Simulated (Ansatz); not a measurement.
# CdTe: single point with r2SCAN+rVV10

**The experiment to reproduce.**

A printed reference work, data compilation reports, for a bulk crystal of CdTe at 0 K: band gap 1.607 eV.

CdTe:

```
Te Cd
1.0
     4.53255    0.00000    0.00000
     2.26628    3.92531    0.00000
     2.26628    1.30844    3.70082
Te Cd
1 1
Direct
  0.75000 0.75000 0.75000
  0.00000 0.00000 0.00000
```

```json
{
  "Program": "Ansatz 0.2.0",
  "Task": "single point",
  "Functional": "r2SCAN",
  "Dispersion": "rVV10",
  "Potentials or basis": "all-electron PAW datasets made for the crystal",
  "Cutoff": "240 eV (chosen from the basis error)",
  "k mesh": "7 × 7 × 7",
  "Occupations": "tetrahedron",
  "Spin": "no spin polarisation"
}
```

- Pressure: 2.4 GPa
- Band gap on the k mesh: 1.35 eV, direct

Levels at points of the mesh, in eV from the valence-band top:
| k point | band 14 | band 15 | band 16 | band 17 | band 18 | band 19 | band 20 |
| --- | --- | --- | --- | --- | --- | --- | --- |
| (0.00, 0.00, 0.00) | -8.39 | -8.39 | 0.00 | 0.00 | 0.00 | 1.35 | 5.01 |

Wall time 19 s on 1 thread of Intel(R) Xeon(R) Platinum 8259CL CPU @ 2.50GHz (Skylake/Cascade Lake), on a shared host, peak memory 0.73 GiB.

Measured gap of CdTe: 1.607 eV (0 K; a printed reference work, data compilation). This calculation gives 1.35 eV (-0.26 eV). Spin-orbit coupling on Cd, Te is left out. The value is that of r2SCAN+rVV10, without temperature or zero-point motion.

Caveat: spin-orbit coupling is left out, which moves the levels of the heavy elements; with tetrahedron occupations forces and stress needn't match the slope of the energy.
